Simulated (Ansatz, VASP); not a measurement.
**V in VASP and in Ansatz**

File INCAR:

```
SYSTEM = V
ALGO = Normal
EDIFF = 1E-6
ENCUT = 520
GGA = PE
ISIF = 2
ISMEAR = -1
LASPH = .True.
LCHARG = .False.
LREAL = .False.
LWAVE = .False.
NBANDS = 12
NELM = 60
PREC = Accurate
SIGMA = 0.3
```

The input KPOINTS:

```
k-points
0
Gamma
  15 15 15
  0 0 0
```

The input POSCAR:

```
V
1.0
   -1.4991761207      1.4991761207      1.4991761207
    1.4991761207     -1.4991761207      1.4991761207
    1.4991761207      1.4991761207     -1.4991761207
V
1
Direct
    0.0000000000      0.0000000000      0.0000000000
```

Input for Ansatz:

```yaml
crystal:
  lattice:
    - [-1.4991761207, 1.4991761207, 1.4991761207]
    - [1.4991761207, -1.4991761207, 1.4991761207]
    - [1.4991761207, 1.4991761207, -1.4991761207]
  atoms:
    - { symbol: V, position: [0.0, 0.0, 0.0] }
hamiltonian:
  xc: pbe
  pseudopotentials:
    kind: paw
    azcp:
      V: "pseudopotentials/V.paw.azcp"
basis:
  ecutwfc: 420
  fft_grid_basis: typed
kpoints:
  mp_grid: { grid: [15, 15, 15], shift: [0, 0, 0] }
magnetization:
  spin_polarized: false
scf:
  occupations: { method: fermi_dirac, width: 0.3 }
  lower_state_search: "off"
output:
  stress: true
  write_density: true
  write_potential: true
  elf: true
  volumetric_format: npy
```

Alike in both runs: task single point; functional PBE; k mesh 15 × 15 × 15; occupations fermi-dirac, width 0.3 eV; no spin polarisation.

```csv
,VASP,Ansatz
version,VASP 6.6.1,Ansatz 0.2.0
potentials or method,"VASP PAW PBE potentials, release 64 (V_sv)","plane waves (420 eV) with PAW, scalar-relativistic"
plane-wave cutoff (eV),520,420
valence electrons in the cell,13,13
```

Ansatz gave:

| Item | Value |
| --- | --- |
| pressure (GPa) | 2.5 |

Problem. What did VASP give for the same quantities?

Solution. Pressure (GPa): 2.8.
